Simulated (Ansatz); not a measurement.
## fcc against bcc along the 4d metals

Computed with DFT, BLYP, plane waves (420 eV) with PAW, scalar-relativistic (Ansatz 0.2.0). The PAW files were generated under PBE, with cores re-solved for the functional.

Each structure is relaxed within its symmetry, in the lowest magnetic state of the tried starts. Differences under about 8 meV lie within the error of the k-point mesh.

```csv
element,E(fcc) − E(bcc) (meV/atom),V(fcc) (Å³/atom),V(bcc) (Å³/atom),state of fcc,state of bcc
Y,-100,33.47,33.90,spin not included,spin not included
Zr,-43,24.02,23.74,spin not included,spin not included
Nb,309,19.50,18.82,spin not included,spin not included
Mo,386,16.67,16.43,spin not included,spin not included
Ru,-479,14.51,14.96,spin not included,spin not included
Rh,-306,14.82,15.32,non-magnetic,spin not included
Pd,-35,16.38,16.45,spin not included,non-magnetic
Ag,?,?,?,?,?
Cd,-16,26.46,28.51,spin not included,spin not included
```

**Question.** Fill in the row of Ag.

**Answer.** E(fcc) − E(bcc) (meV/atom): -22; V(fcc) (Å³/atom): 19.30; V(bcc) (Å³/atom): 19.50; state of fcc: spin not included; state of bcc: spin not included.
